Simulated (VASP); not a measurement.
Input of a VASP 6.6.1 run:

INCAR

```
  PREC = Accurate
  ENCUT = 400
  EDIFF = 1E-6
  ISMEAR = 0
  SIGMA = 0.03
  LREAL = F
  LASPH = T
  NELM = 60
  ALGO = Normal
  ISIF = 3
  LWAVE = F
  LCHARG = F
  METAGGA = SCAN
  LMIXTAU = T
  LUSE_VDW = T
  IVDW_NL = 2
  BPARAM = 15.7
  CPARAM = 0.0093
  IBRION = 2
  NSW = 40
  EDIFFG = -0.003
  PSTRESS = 40
```

KPOINTS

```
regular mesh
0
Gamma
  9 9 6
```

POSCAR

```
Te
1.0
    4.4540000000      0.0000000000      0.0000000000
   -2.2270000000      3.8572771485      0.0000000000
    0.0000000000      0.0000000000      5.9240000000
Te
3
Direct
    0.2690000000      0.0000000000      0.3333333333
    0.0000000000      0.2690000000      0.6666666667
    0.7310000000      0.7310000000      0.0000000000
```

Potentials or basis: VASP PAW PBE potentials, release 64 (Te).

Launch:

```console
$ cat potpaw_PBE.64/Te/POTCAR > POTCAR
$ mpirun -np 1 vasp_std > vasp.out
```

(1) What does it give for the relaxed cell?

(2) Predict the space group after relaxing (to 0.05 Å).

## Answers

(1) a = 4.156 Å, b = 4.156 Å, c = 5.928 Å, α = 90.00°, β = 90.00°, γ = 120.00°.

(2) P3_121 (No. 152).
